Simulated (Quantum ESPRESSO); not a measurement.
Crystal: TePb.

```
CELL_PARAMETERS angstrom
0.00000 3.23100 3.23100
3.23100 0.00000 3.23100
3.23100 3.23100 0.00000
ATOMIC_POSITIONS crystal
Pb 0.00000 0.00000 0.00000
Te 0.50000 0.50000 0.50000
```

Base run:

```yaml
Program: Quantum ESPRESSO 7.5
Functional: WC
Potentials_or_basis: PseudoDojo 0.4.1 SR PBE standard
Cutoff: 1088 eV
Density_cutoff: 4354 eV
k_mesh: 4 × 4 × 4, shifted
Occupations: fermi-dirac, width 0.05 eV
Spin: no spin polarisation
```

Its results: pressure -0.3 GPa; electronic dielectric tensor (diagonal) 28.11.

**Question.** After a change of settings the same cell gave: pressure 0.1 GPa; electronic dielectric tensor (diagonal) 27.18. Which change was it?
A. functional from WC to AM05
B. functional from WC to BLYP
C. functional from WC to LDA; potentials or basis from PseudoDojo 0.4.1 SR PBE standard to PseudoDojo 0.4.1 SR LDA standard

**Answer.** A.

Caveats: the potentials were made for another functional, which shifts forces and pressure.

Runs at the PBE level aren't shown here.
